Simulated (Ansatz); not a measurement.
# Zn (Im-3m) in Ansatz: settings compared

Aim: see how the results for Zn move with the level of theory and the settings. Levels: PBEsol, RPBE, PBE, LDA. Tasks: relaxation of cell and atoms, single point.

All numbers are computed with Ansatz 0.2.0; they aren't measurements. Logs are shortened: lines on timing, memory, paths and dates and some standing lists are left out, and cuts for length are marked.

## (1) The structure

It takes space group Im-3m (No. 229, cubic). The conventional cell has a = 3.138 Å, b = 3.138 Å, c = 3.138 Å, α = 90.00°, β = 90.00°, γ = 90.00°. Around Zn (site symmetry m-3m) lie 8 Zn at 2.72 Å.

This isn't the form of Zn at room conditions, which is hcp.

## (2) Relaxation of cell and atoms, PBEsol

input.yaml reads:

```yaml
crystal:
  lattice:
    - [-1.569037, 1.569037, 1.569037]
    - [1.569037, -1.569037, 1.569037]
    - [1.569037, 1.569037, -1.569037]
  atoms:
    - { symbol: Zn, position: [0.0, 0.0, 0.0] }
hamiltonian:
  xc: pbesol
  pseudopotentials: { kind: paw }
kpoints:
  mp_grid: { grid: [12, 12, 12] }
scf:
  occupations: { method: fermi_dirac, width: 0.05 }
output:
  forces: true
  stress: true
  eigenvalues: true
  write_density: true
  write_potential: true
  elf: true
  volumetric_format: npy
relax:
  f_tol: 0.01
  max_steps: 40
  cell: { stress_tol: 0.05 }
```

Potentials or basis: Ansatz PAW.

On the command line:

```bash
ansatz run input.yaml --threads 2 --pin off --max-ram 5632MiB --backend cpu --events-out ev --progress --plain --runs-dir out
```

What it wrote:

```text
Warning: RAYON_NUM_THREADS=2 ignored (pool sized by the plan → 2); use --threads N
Engine: ansatz 0.2.0, aarch64-unknown-linux-gnu
Pseudopotentials: kind: paw
Pseudopotential: Zn, paw, valence charge 12, recommended cutoff 420 eV (normal), Zn.paw.azcp
Functional definition: PBEsol
  exchange = pbesol_x
  correlation = pbesol_c
Crystal: 1 atoms, lattice volume = 15.451 Å³
Basis set: ecut = 420 eV, 321 PW (Γ), exchange–correlation on 40×40×40 points (8 copies of the dense FFT grid, shifted against one another)
Bands: 10, of which v1, the nominal top of the filled ones, is band 6 counted from 1 (5 counted from 0)
Symmetry: 48 space group operations
Space group: Im-3m (ITA 229), of the structure as read, at distance tolerance 2.5e-5 Å
k-points: 72 of 1728
Non-local potential: Zn, projectors of the file, l = 0: 2, l = 1: 2, l = 2: 3, l = 3: 1
PAW form: soft (Blöchl's): semilocal exchange-correlation on the pseudo side does not see the compensation charge
PAW frozen core: Zn, regenerated for the run's functional, and the local potential with it (the file was generated under x = pbe(κ = 0.804, μ = 0.2195149727645171), c = pbe(β = 0.06672455060314922))
PAW one-centre angular grid: Zn, 590 points (default); XC on 64 Gauss nodes
Initial density: superposition of atomic densities (neutral atoms: chi_scale 0, normalization atom), corrected by the library's trained network
Initial wavefunctions: pseudopotential atomic-orbital guess
Functional: x = pbesol(κ = 0.804, μ = 0.12345679012345678), c = pbesol(β = 0.046)
SCF iter   1: F=—  HF=-3280.786573 eV  |F-HF|=—  |Δ(HF+E_count)|=         —  Δρ=2.10e-3  dr2=3.00e-4  ethr=1.77e-3  ⟨swp⟩=5.1  Hψ=4680  notcnv=0
preconditioner: auto → none  [metal: Δε(μ)=0.096 eV  Ē_g=17.071 eV  σ=0.050 eV  W_gap=0.44  n_scr=0 (ndim 8)  ℏωp=32.7 eV  f_vac=0.000  D(μ)=0.47/eV (n_scr^D=0)]
SCF iter   2: F=—  HF=-3280.786153 eV  |F-HF|=—  |Δ(HF+E_count)|=   4.20e-4  Δρ=3.43e-4  dr2=1.00e-5  ethr=2.50e-6  ⟨swp⟩=2.0  Hψ=1835  notcnv=0  defer=3
SCF iter   3: F=—  HF=-3280.786149 eV  |F-HF|=—  |Δ(HF+E_count)|=   3.79e-6  Δρ=4.20e-4  dr2=1.04e-5  ethr=8.36e-8  ⟨swp⟩=2.0  Hψ=1159  notcnv=0  defer=3
SCF iter   4: F=—  HF=-3280.786168 eV  |F-HF|=—  |Δ(HF+E_count)|=   1.90e-5  Δρ=7.09e-4  dr2=4.46e-5  ethr=8.36e-8  ⟨swp⟩=2.0  Hψ=1158  notcnv=0  defer=3  recentre
SCF iter   5: F=—  HF=-3280.786152 eV  |F-HF|=—  |Δ(HF+E_count)|=   1.59e-5  Δρ=1.57e-4  dr2=1.18e-6  ethr=8.36e-8  ⟨swp⟩=2.0  Hψ=1145  notcnv=0  defer=3
SCF iter   6: F=—  HF=-3280.786154 eV  |F-HF|=—  |Δ(HF+E_count)|=   1.36e-6  Δρ=3.41e-5  dr2=4.80e-8  ethr=8.33e-10  ⟨swp⟩=5.6  Hψ=4076  notcnv=0
SCF iter   7: F=-3280.786154 eV  HF=-3280.786154 eV  |F-HF|=6.24e-9  |Δ(HF+E_count)|=   1.53e-7  Δρ=1.03e-5  dr2=9.70e-9  ethr=4.00e-10  ⟨swp⟩=6.6  Hψ=3387  notcnv=0
SCF 1 converged in 7 iterations: F = -3280.786154 eV  dr2 = 9.70e-9
relax step   1: F+E_penalty+E_count = -3280.78615392 eV  Δ(F+E_penalty+E_count) = +0.000e0 eV  max|allowed force component| = 0.000e0 eV/Å  Δτ_max = 0.0000 Å  P = -5.183 GPa  Ω = 15.451 Å³  (7 SCF iters, dr2 threshold 1.00e-7 eV, accepted)
Crystal: 1 atoms, lattice volume = 14.618 Å³
Initial density: handed on by an earlier stage of this run
Initial wavefunctions: those handed on with the density
iter 1 solved again at ethr=3.17e-5 eV; its pass at ethr=3.10e-3 eV (dr2=3.80e-3 eV) is discarded
SCF iter   1: F=—  HF=-3280.806832 eV  |F-HF|=—  |Δ(HF+E_count)|=         —  Δρ=6.07e-3  dr2=3.89e-3  ethr=3.17e-5  ⟨swp⟩=1.2  Hψ=6853  notcnv=0
preconditioner: auto → none  [metal: Δε(μ)=0.020 eV  Ē_g=17.518 eV  σ=0.050 eV  W_gap=0.10  n_scr=0 (ndim 8)  ℏωp=33.6 eV  f_vac=0.000  D(μ)=0.54/eV (n_scr^D=0)]
SCF iter   2: F=—  HF=-3280.805962 eV  |F-HF|=—  |Δ(HF+E_count)|=   8.70e-4  Δρ=2.78e-3  dr2=4.50e-4  ethr=3.17e-5  ⟨swp⟩=2.0  Hψ=1421  notcnv=0
SCF iter   3: F=—  HF=-3280.805538 eV  |F-HF|=—  |Δ(HF+E_count)|=   4.23e-4  Δρ=7.04e-4  dr2=7.32e-5  ethr=3.75e-6  ⟨swp⟩=2.0  Hψ=1333  notcnv=0
SCF iter   4: F=—  HF=-3280.805508 eV  |F-HF|=—  |Δ(HF+E_count)|=   3.01e-5  Δρ=1.12e-4  dr2=8.82e-7  ethr=6.10e-7  ⟨swp⟩=2.2  Hψ=1193  notcnv=0
SCF iter   5: F=-3280.805509 eV  HF=-3280.805509 eV  |F-HF|=3.18e-8  |Δ(HF+E_count)|=   7.83e-7  Δρ=9.46e-6  dr2=8.40e-9  ethr=8.33e-10  ⟨swp⟩=9.3  Hψ=5413  notcnv=0
SCF 2 converged in 5 iterations: F = -3280.805509 eV  dr2 = 8.40e-9
relax step   2: F+E_penalty+E_count = -3280.80550885 eV  Δ(F+E_penalty+E_count) = -1.935e-2 eV  max|allowed force component| = 0.000e0 eV/Å  Δτ_max = 0.0000 Å  P = -1.890 GPa  Ω = 14.618 Å³  energy of the carried Pulay correction = +4.511e-4 eV  (5 SCF iters, dr2 threshold 1.00e-7 eV, accepted)
Crystal: 1 atoms, lattice volume = 14.179 Å³
Basis set: ecut = 420 eV, 249 PW (Γ), exchange–correlation on 40×40×40 points (8 copies of the dense FFT grid, shifted against one another)
iter 1 solved again at ethr=1.03e-5 eV; its pass at ethr=3.10e-3 eV (dr2=1.23e-3 eV) is discarded
SCF iter   1: F=—  HF=-3280.808258 eV  |F-HF|=—  |Δ(HF+E_count)|=         —  Δρ=3.57e-3  dr2=1.28e-3  ethr=1.03e-5  ⟨swp⟩=1.9  Hψ=6770  notcnv=0
preconditioner: auto → none  [metal: Δε(μ)=0.117 eV  Ē_g=17.825 eV  σ=0.050 eV  W_gap=0.42  n_scr=0 (ndim 8)  ℏωp=34.2 eV  f_vac=0.000  D(μ)=0.47/eV (n_scr^D=0)]
SCF iter   2: F=—  HF=-3280.807967 eV  |F-HF|=—  |Δ(HF+E_count)|=   2.91e-4  Δρ=1.54e-3  dr2=1.33e-4  ethr=1.03e-5  ⟨swp⟩=2.0  Hψ=1421  notcnv=0
SCF iter   3: F=—  HF=-3280.807833 eV  |F-HF|=—  |Δ(HF+E_count)|=   1.34e-4  Δρ=4.21e-4  dr2=2.45e-5  ethr=1.11e-6  ⟨swp⟩=2.0  Hψ=1147  notcnv=0
SCF iter   4: F=—  HF=-3280.807822 eV  |F-HF|=—  |Δ(HF+E_count)|=   1.09e-5  Δρ=6.30e-5  dr2=2.82e-7  ethr=2.04e-7  ⟨swp⟩=2.2  Hψ=1107  notcnv=0
SCF iter   5: F=-3280.807822 eV  HF=-3280.807822 eV  |F-HF|=1.14e-8  |Δ(HF+E_count)|=   3.07e-7  Δρ=7.15e-6  dr2=7.11e-9  ethr=8.33e-10  ⟨swp⟩=8.7  Hψ=5178  notcnv=0
SCF 3 converged in 5 iterations: F = -3280.807822 eV  dr2 = 7.11e-9
relax step   3: F+E_penalty+E_count = -3280.80782217 eV  Δ(F+E_penalty+E_count) = -2.313e-3 eV  max|allowed force component| = 0.000e0 eV/Å  Δτ_max = 0.0000 Å  P = +0.479 GPa  Ω = 14.179 Å³  energy of the carried Pulay correction = +6.988e-4 eV  (5 SCF iters, dr2 threshold 1.00e-7 eV, accepted)
Crystal: 1 atoms, lattice volume = 14.266 Å³
iter 1 solved again at ethr=3.84e-7 eV; its pass at ethr=3.10e-3 eV (dr2=4.61e-5 eV) is discarded
SCF iter   1: F=—  HF=-3280.807910 eV  |F-HF|=—  |Δ(HF+E_count)|=         —  Δρ=7.22e-4  dr2=5.16e-5  ethr=3.84e-7  ⟨swp⟩=2.2  Hψ=6476  notcnv=0
preconditioner: auto → none  [metal: Δε(μ)=0.009 eV  Ē_g=17.840 eV  σ=0.050 eV  W_gap=0.05  n_scr=0 (ndim 8)  ℏωp=34.1 eV  f_vac=0.000  D(μ)=0.49/eV (n_scr^D=0)]
SCF iter   2: F=—  HF=-3280.807897 eV  |F-HF|=—  |Δ(HF+E_count)|=   1.23e-5  Δρ=3.12e-4  dr2=5.65e-6  ethr=3.84e-7  ⟨swp⟩=2.0  Hψ=1139  notcnv=0
SCF iter   3: F=—  HF=-3280.807892 eV  |F-HF|=—  |Δ(HF+E_count)|=   5.60e-6  Δρ=8.17e-5  dr2=9.16e-7  ethr=4.71e-8  ⟨swp⟩=2.0  Hψ=1146  notcnv=0
SCF iter   4: F=-3280.807891 eV  HF=-3280.807891 eV  |F-HF|=8.23e-9  |Δ(HF+E_count)|=   4.11e-7  Δρ=1.12e-5  dr2=8.50e-9  ethr=8.33e-10  ⟨swp⟩=5.8  Hψ=4068  notcnv=0
SCF 4 converged in 4 iterations: F = -3280.807891 eV  dr2 = 8.50e-9
relax step   4: F+E_penalty+E_count = -3280.80789126 eV  Δ(F+E_penalty+E_count) = -6.909e-5 eV  max|allowed force component| = 0.000e0 eV/Å  Δτ_max = 0.0000 Å  P = -0.036 GPa  Ω = 14.266 Å³  energy of the carried Pulay correction = +6.493e-4 eV  (4 SCF iters, dr2 threshold 1.00e-7 eV, accepted)
Basis set: ecut = 420 eV, 321 PW (Γ), exchange–correlation on 36×36×36 points (8 copies of the dense FFT grid, shifted against one another)
Initial wavefunctions: pseudopotential atomic-orbital guess (no wavefunctions were taken with the density)
iter 1 solved again at ethr=2.50e-8 eV; its pass at ethr=3.10e-3 eV (dr2=3.00e-6 eV) is discarded
SCF iter   1: F=—  HF=-3280.807218 eV  |F-HF|=—  |Δ(HF+E_count)|=         —  Δρ=1.43e-4  dr2=8.46e-7  ethr=2.50e-8  ⟨swp⟩=3.1  Hψ=6949  notcnv=0
preconditioner: auto → none  [metal: Δε(μ)=0.009 eV  Ē_g=17.832 eV  σ=0.050 eV  W_gap=0.05  n_scr=0 (ndim 8)  ℏωp=34.1 eV  f_vac=0.000  D(μ)=0.49/eV (n_scr^D=0)]
SCF iter   2: F=—  HF=-3280.807215 eV  |F-HF|=—  |Δ(HF+E_count)|=   3.16e-6  Δρ=2.19e-4  dr2=3.15e-6  ethr=7.05e-9  ⟨swp⟩=2.1  Hψ=1165  notcnv=0
SCF iter   3: F=—  HF=-3280.807215 eV  |F-HF|=—  |Δ(HF+E_count)|=   8.18e-8  Δρ=5.24e-5  dr2=2.48e-7  ethr=7.05e-9  ⟨swp⟩=2.0  Hψ=1155  notcnv=0
SCF iter   4: F=—  HF=-3280.807214 eV  |F-HF|=—  |Δ(HF+E_count)|=   3.01e-7  Δρ=6.08e-6  dr2=1.87e-9  ethr=2.07e-9  ⟨swp⟩=2.0  Hψ=1153  notcnv=0
SCF iter   5: F=—  HF=-3280.807214 eV  |F-HF|=—  |Δ(HF+E_count)|=   1.24e-9  Δρ=2.21e-7  dr2=5.72e-12  ethr=1.00e-12  ⟨swp⟩=4.7  Hψ=3422  notcnv=0
SCF iter   6: F=-3280.807214 eV  HF=-3280.807214 eV  |F-HF|=0.00e0  |Δ(HF+E_count)|=  4.09e-12  Δρ=8.52e-9  dr2=3.79e-15  ethr=1.00e-12  ⟨swp⟩=4.9  Hψ=2581  notcnv=0
SCF 5 converged in 6 iterations: F = -3280.807214 eV  dr2 = 3.79e-15
relax step   5: F+E_penalty+E_count = -3280.80721448 eV  Δ(F+E_penalty+E_count) = +6.768e-4 eV  max|allowed force component| = 0.000e0 eV/Å  Δτ_max = 0.0000 Å  P = -0.035 GPa  Ω = 14.266 Å³  stress off target by 3.51e-2 GPa  SCF on the basis re-selected at this cell (its energy is not comparable with the rows above)  (6 SCF iters)
basis re-selected at this cell: Δ(F+E_penalty+E_count) = +6.768e-4 eV, ΔP = +0.001 GPa vs the last step (what re-selecting the basis moved, of the pressure what is left beyond the Pulay correction that the steps carried, after the strain that the cell walked since its last selection, with what the two solves' SCF thresholds leave and, on support functions, any second-order correction that the steps lacked; it is no measure of the basis error at this ecutwfc). The dense FFT grid was sized anew with the basis: this SCF ran on 18×18×18 points, the steps before it on 20×20×20, so part of this shift can come from that change (see relax.cell in the input reference). This SCF's stress stands 3.51e-2 GPa from its target on what of the cell is left free (relax.cell.stress_tol is 5.00e-2 GPa) and its largest allowed force component is 0.00e0 eV/Å (relax.f_tol is 1.00e-2 eV/Å): within both
SCF converged after 6 iterations
Free energy (F): -3280.807214 eV
Harris-Foulkes:  -3280.807214 eV  (|F-HF|=0.00e0)
Internal energy: -3280.803651 eV  (E = F + TS)
E sigma→0 (E₀):  -3280.805433 eV
Entropy (-TS):   -0.003563 eV (-3.563 meV/atom)
Fermi energy:    11.989860 eV
--- Per-component energies (eV) ---
  E_band       = 57.304347
  E_kinetic    = 131.711810
  E_local      = -1490.268040  (includes V_loc(G=0)·N_el)
  E_nonlocal   = 611.770768
  E_hartree    = 624.226125
  E_xc         = -136.631425
  E_vxc        = -53.705761  (∫ρ·V_xc dr)
  E_paw        = -1787.642510  (= ΣΔE_a)
  E_vpaw       = -390.656308  (= ΣTr[D̂ρ^β])
  E_aug_tail   = -0.000375  (compensation charges beyond the density's cutoff)
  E_ewald      = -1234.767360
  E_core_change = 0.797355  (= ΣΔE_core)
  E_smearing   = -0.003563  (= −TS)
  E_closure    = 0.000000  (closes the sum)
  Σ components = -3280.807214   (vs F -3280.807214, Δ=0.00e0)
--- Forces (eV/Å), atoms counted from 1 ---
  atom   1  Zn    -0.00000000     0.00000000     0.00000000
  max |Σ_I F_I| component: 1.15e-31 eV/Å
--- Stress (GPa, compression-positive) ---
       -0.035110       0.000000      -0.000000
       -0.000000      -0.035110       0.000000
       -0.000000       0.000000      -0.035110
  P = ⅓ Tr σ = -0.0351 GPa (-0.351 kbar)
--- Band table (eV; the first three rows and the last of 72) ---
  k-point 0: bands = ["0.9451", "4.0128", "4.0128", "4.0128", "4.5922", "4.5922", "32.2166", "32.2166", "32.2166", "32.9464"]
  k-point 1: bands = ["1.1760", "3.9889", "4.0176", "4.0716", "4.5700", "4.5937", "28.9472", "30.5869", "30.9463", "31.7435"]
  k-point 2: bands = ["1.8415", "3.9236", "4.0421", "4.2359", "4.5274", "4.5987", "24.5528", "28.3967", "28.9638", "30.2872"]
  k-point 71: bands = ["3.3545", "3.3545", "4.8850", "4.8850", "4.8850", "16.2261", "16.2261", "16.2261", "20.3552", "20.7844"]
--- Relaxed structure (4 steps of the walk, 4 accepted, 1 SCFs on fresh bases) ---
  F+E_penalty+E_count = -3280.80721448 eV   max|allowed force component| = 0.000e0 eV/Å   (the final SCF, on the basis selected at the relaxed cell)
  cell:  # Å, volume = 14.2658 Å³
    - [-1.527844219756996, 1.527844219756996, 1.527844219756996]
    - [1.527844219756996, -1.527844219756996, 1.527844219756996]
    - [1.527844219756996, 1.527844219756996, -1.527844219756996]
  atoms:
    - { symbol: Zn, position: [0.0, 0.0, 0.0] }
```

Wall time 2.8 s (2 threads of Arm Neoverse V2, shared host); peak memory 0.27 GiB.

Results:

```yaml
Free_energy: -3280.8072 eV
Relaxed_volume: 14.27 Å³/atom
Relaxed_cell: a = 2.646 Å, b = 2.646 Å, c = 2.646 Å, α = 109.47°, β = 109.47°, γ = 109.47°
Space_group_after_relaxing_to_0.05_Å: Im-3m (No. 229)
Energy_gained_by_relaxing: 21.1 meV/atom
Ionic_steps: 5
Pressure_after_relaxing: 0.0 GPa
Band_gap_on_the_k_mesh: none (metal or under the smearing width)
```

The path:
```csv
step,energy change (eV),largest force (eV/Å),volume (Å³)
1,0.0000,0.0000,15.45
2,-0.0194,0.0000,14.62
3,-0.0217,0.0000,14.18
4,-0.0217,0.0000,14.27
5,-0.0211,0.0000,14.27
```

Final structure:
```xyz
1
Lattice="-1.5278 1.5278 1.5278 1.5278 -1.5278 1.5278 1.5278 1.5278 -1.5278" Properties=species:S:1:pos:R:3 pbc="T T T"
Zn    0.0000    0.0000    0.0000
```

Caveat: the plane-wave basis is chosen anew once the cell has moved, so the energies of steps on either side of that aren't comparable; the PAW data sets come from PBE, with cores solved anew for the run's functional, which leaves a small shift of forces and pressure.

## (3) Relaxation of cell and atoms, RPBE

Edit input.yaml of step 2 so:

```diff
@@ -8,3 +8,3 @@
 hamiltonian:
-  xc: pbesol
+  xc: rpbe
   pseudopotentials: { kind: paw }
@@ -18,6 +18,2 @@
   eigenvalues: true
-  write_density: true
-  write_potential: true
-  elf: true
-  volumetric_format: npy
 relax:
```

Potentials or basis: Ansatz PAW.

On the command line:

```bash
ansatz run input.yaml --threads 2 --pin off --max-ram 5632MiB --backend cpu --events-out ev --progress --plain --runs-dir out
```

It took 2.6 s on 2 threads of Arm Neoverse V2, shared host; peak memory 0.27 GiB.

Results (log left out):

* Free energy: -3324.3566 eV
* Relaxed volume: 16.14 Å³/atom
* Relaxed cell: a = 2.757 Å, b = 2.757 Å, c = 2.757 Å, α = 109.47°, β = 109.47°, γ = 109.47°
* Space group after relaxing (to 0.05 Å): Im-3m (No. 229)
* Energy gained by relaxing: 5.2 meV/atom
* Ionic steps: 5
* Pressure after relaxing: 0.0 GPa
* Band gap on the k mesh: none (metal or under the smearing width)

Step by step:
```tsv
step	energy change (eV)	largest force (eV/Å)	volume (Å³)
1	0.0000	0.0000	15.45
2	-0.0041	0.0000	15.87
3	-0.0047	0.0000	16.12
4	-0.0047	0.0000	16.14
5	-0.0052	0.0000	16.14
```

Final structure:
```yaml
crystal:
  lattice:
    - [-1.59201, 1.59201, 1.59201]
    - [1.59201, -1.59201, 1.59201]
    - [1.59201, 1.59201, -1.59201]
  atoms:
    - { symbol: Zn, position: [0.00000, 0.00000, 0.00000] }
```

Levels at points of the mesh, in eV from the Fermi level:
| k point | band 2 | band 3 | band 4 | band 5 | band 6 | band 7 | band 8 | band 9 | band 10 |
| --- | --- | --- | --- | --- | --- | --- | --- | --- | --- |
| (0.00, 0.00, 0.00) | -7.58 | -7.58 | -7.58 | -7.12 | -7.12 | 18.39 | 18.39 | 18.39 | 19.98 |
| (0.00, 0.00, -0.50) | -7.85 | -7.15 | -7.09 | -6.82 | -2.45 | -1.00 | 10.98 | 12.31 | 14.79 |
| (-0.50, -0.50, -0.50) | -8.08 | -6.89 | -6.89 | -6.89 | 4.15 | 4.15 | 4.15 | 7.09 | 8.32 |

Caveat: the plane-wave basis is chosen anew once the cell has moved, so the energies of steps on either side of that aren't comparable; the PAW data sets come from PBE, with cores solved anew for the run's functional, which leaves a small shift of forces and pressure.

## (4) Single point, PBE

input.yaml reads:

```yaml
crystal:
  lattice:
    - [-1.569037, 1.569037, 1.569037]
    - [1.569037, -1.569037, 1.569037]
    - [1.569037, 1.569037, -1.569037]
  atoms:
    - { symbol: Zn, position: [0.0, 0.0, 0.0] }
hamiltonian:
  xc: pbe
  pseudopotentials: { kind: paw }
kpoints:
  mp_grid: { grid: [12, 12, 12] }
scf:
  occupations: { method: gaussian, width: 0.011 }
output:
  forces: true
  stress: true
  eigenvalues: true
```

Potentials or basis: Ansatz PAW.

On the command line:

```bash
ansatz run input.yaml --threads 2 --pin off --max-ram 5632MiB --backend cpu --events-out ev --progress --plain --runs-dir out
```

What it wrote:

```text
Warning: RAYON_NUM_THREADS=2 ignored (pool sized by the plan → 2); use --threads N
[... 3 set-up lines as earlier in the session ...]
Functional definition: PBE
  parameter kappa = 0.804
  parameter beta = 0.06672455060314922
  exchange = pbe_x(kappa = kappa, mu = beta*pi^2/3)
  correlation = pbe_c(beta = beta)
Crystal: 1 atoms, lattice volume = 15.451 Å³
Basis set: ecut = 420 eV, 321 PW (Γ), exchange–correlation on 40×40×40 points (8 copies of the dense FFT grid, shifted against one another)
Bands: 10, of which v1, the nominal top of the filled ones, is band 6 counted from 1 (5 counted from 0)
[... 2 set-up lines as earlier in the session ...]
k-points: 72 of 1728
[... 5 set-up lines as earlier in the session ...]
Functional: x = pbe(κ = 0.804, μ = 0.2195149727645171), c = pbe(β = 0.06672455060314922)
SCF iter   1: F=—  HF=-3318.937835 eV  |F-HF|=—  |Δ(HF+E_count)|=         —  Δρ=3.34e-3  dr2=1.07e-3  ethr=1.77e-3  ⟨swp⟩=5.4  Hψ=4724  notcnv=0
preconditioner: auto → none  [insulator: Δε(μ)=0.101 eV  Ē_g=17.162 eV  σ=0.011 eV  W_gap=0.65  n_scr=0 (ndim 8)  ℏωp=32.7 eV  f_vac=0.000  D(μ)=2.66/eV (n_scr^D=42)  ε∞_Penn≈4.6]
SCF iter   2: F=—  HF=-3318.937759 eV  |F-HF|=—  |Δ(HF+E_count)|=   7.56e-5  Δρ=2.74e-3  dr2=5.93e-4  ethr=8.93e-6  ⟨swp⟩=2.1  Hψ=2009  notcnv=0  defer=10
SCF iter   3: F=—  HF=-3318.937436 eV  |F-HF|=—  |Δ(HF+E_count)|=   3.23e-4  Δρ=4.63e-4  dr2=1.05e-5  ethr=4.94e-6  ⟨swp⟩=2.0  Hψ=1403  notcnv=0  defer=10
SCF iter   4: F=—  HF=-3318.937435 eV  |F-HF|=—  |Δ(HF+E_count)|=   1.12e-6  Δρ=1.52e-4  dr2=2.27e-6  ethr=8.72e-8  ⟨swp⟩=2.1  Hψ=1178  notcnv=0  defer=10
SCF iter   5: F=—  HF=-3318.937435 eV  |F-HF|=—  |Δ(HF+E_count)|=   6.60e-7  Δρ=4.98e-5  dr2=1.77e-7  ethr=1.89e-8  ⟨swp⟩=2.0  Hψ=1135  notcnv=0  defer=10
SCF iter   6: F=-3318.937435 eV  HF=-3318.937435 eV  |F-HF|=9.06e-8  |Δ(HF+E_count)|=   2.08e-9  Δρ=3.19e-5  dr2=8.34e-8  ethr=8.33e-10  ⟨swp⟩=4.3  Hψ=2513  notcnv=0
SCF 1 converged in 6 iterations: F = -3318.937435 eV  dr2 = 8.34e-8
SCF converged after 6 iterations
Free energy (F): -3318.937435 eV
Harris-Foulkes:  -3318.937435 eV  (|F-HF|=9.06e-8)
Internal energy: -3318.937275 eV  (E = F + TS)
E sigma→0 (E₀):  -3318.937355 eV
Entropy (-TS):   -0.000161 eV (-0.161 meV/atom)
Fermi energy:    10.841146 eV
--- Per-component energies (eV) ---
  E_band       = 47.071765
  E_kinetic    = 130.810278
  E_local      = -1541.370699  (includes V_loc(G=0)·N_el)
  E_nonlocal   = 610.981472
  E_hartree    = 645.671067
  E_xc         = -137.522531
  E_vxc        = -52.346901  (∫ρ·V_xc dr)
  E_paw        = -1825.156217  (= ΣΔE_a)
  E_vpaw       = -392.359125  (= ΣTr[D̂ρ^β])
  E_aug_tail   = -0.000303  (compensation charges beyond the density's cutoff)
  E_ewald      = -1202.350342
  E_smearing   = -0.000161  (= −TS)
  E_closure    = 0.000000  (closes the sum)
  Σ components = -3318.937435   (vs F -3318.937435, Δ=0.00e0)
--- Forces (eV/Å), atoms counted from 1 ---
  atom   1  Zn    -0.00000000     0.00000000     0.00000000
  max |Σ_I F_I| component: 5.14e-32 eV/Å
--- Stress (GPa, compression-positive) ---
       -0.222847      -0.000000      -0.000000
       -0.000000      -0.222847      -0.000000
       -0.000000       0.000000      -0.222847
  P = ⅓ Tr σ = -0.2228 GPa (-2.228 kbar)
--- Band table (eV; the first three rows and the last of 72) ---
  k-point 0: bands = ["0.5610", "3.1677", "3.1677", "3.1677", "3.6660", "3.6660", "29.8409", "29.8409", "29.8409", "31.2530"]
  k-point 1: bands = ["0.7793", "3.1474", "3.1726", "3.2186", "3.6472", "3.6672", "27.0218", "28.4080", "28.8707", "29.9852"]
  k-point 2: bands = ["1.4065", "3.0921", "3.2010", "3.3608", "3.6114", "3.6713", "22.8598", "26.3831", "27.1055", "28.5411"]
  k-point 71: bands = ["2.6186", "2.6186", "3.9194", "3.9194", "3.9194", "15.0570", "15.0570", "15.0570", "18.3375", "19.4078"]
```

Run time: 0.5 s. Hardware: 2 threads of Arm Neoverse V2, shared host; peak memory 0.25 GiB.

Results:

| Quantity | Value |
| --- | --- |
| Free energy | -3318.9374 eV |
| Pressure | -0.2 GPa |
| Band gap on the k mesh | none (metal or under the smearing width) |

(Part 1 of 2 ends here.)
